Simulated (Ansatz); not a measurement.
# Cd in Ansatz: convergence with cutoff

Cd:

```
CELL_PARAMETERS angstrom
0.00000 2.21815 2.21815
2.21815 0.00000 2.21815
2.21815 2.21815 0.00000
ATOMIC_POSITIONS crystal
Cd 0.00000 0.00000 0.00000
```

This isn't the form of Cd at room conditions, which is hcp.

| Property | Result |
| --- | --- |
| Program | Ansatz 0.2.0 |
| Task | convergence study |
| Functional | PBE |
| Potentials or basis | all-electron LAPW, scalar-relativistic |
| Cutoff | 80 eV |
| Density cutoff | 320 eV |
| Basis error allowed | 0.001 eV/atom |
| k mesh | 10 × 10 × 10 |
| Occupations | fermi-dirac, width 0.05 eV |
| Spin | no spin polarisation |

These are the settings of the first run; the series varies cutoff, with any setting tied to it.

Hardware: 1 thread of Arm Neoverse V1, with other jobs on the host.

Question: The values tried are 80 eV, 110 eV, 140 eV, 180 eV, 230 eV, 290 eV, 360 eV, 450 eV, 560 eV, loosest first. From which on does the pressure stay within 0.1 GPa of the tightest run that finished?

Answer: From 140 eV on.

```tsv
cutoff	energy less the tightest run, at zero smearing (meV/atom)	pressure (GPa)	SCF cycles	CPU time (s)	peak memory (GiB)
80 eV	99.27	3.45	7	2.6	0.22
110 eV	16.43	2.48	7	2.9	0.22
140 eV	3.04	2.33	7	3.1	0.23
180 eV	0.38	2.31	7	3.4	0.23
230 eV	0.02	2.30	7	4.1	0.24
290 eV	-0.01	2.30	7	4.9	0.25
360 eV	0.00	2.30	7	6.5	0.29
450 eV	0.00	2.30	7	9.8	0.36
560 eV	0.00	2.30	7	14	0.47
```

Against the tightest run, the energy stays within 1 meV/atom from 180 eV on. The tightest run that finished is the yardstick and may itself not be fully converged.
